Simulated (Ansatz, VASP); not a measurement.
**ZnS in VASP and in Ansatz**

```
Zn S
1.0
     3.67948    0.00000    0.00000
    -1.83974    3.18652    0.00000
     0.00000    0.00000    6.01886
Zn S
2 2
Cartesian
  0.0000 2.1243 0.0000
  1.8397 1.0622 3.0094
  0.0000 2.1243 2.3173
  1.8397 1.0622 5.3267
```

Alike in both runs: task single point; functional PBE; k mesh 9 × 9 × 6; occupations gaussian, width 0.05 eV; no spin polarisation.

|  | VASP | Ansatz |
| --- | --- | --- |
| version | VASP 6.6.1 | Ansatz 0.2.0 |
| potentials or method | VASP PAW PBE potentials, release 64 (Zn, S) | scalar-relativistic, plane waves, PAW |
| plane-wave cutoff (eV) | 520 | 500 |
| valence electrons in the cell | 36 | 36 |

Ansatz gave:

```
gap on the k mesh at the Fermi level (eV)       : 2.74
pressure (GPa)                                  : 12.8
largest component of the traceless stress (GPa) : 2.60
rms of the force components (eV/Å)              : 0.268
```

Estimate VASP's values.

gap on the k mesh at the Fermi level (eV): 2.75; pressure (GPa): 13.0; largest component of the traceless stress (GPa): 2.63; rms of the force components (eV/Å): 0.270.

Atom by atom the forces differ by 0.002 eV/Å (rms over components). With one functional, cell and mesh, what is left measures potentials, basis and numerics.

As with any semilocal functional, this PBE gap is likely too small.
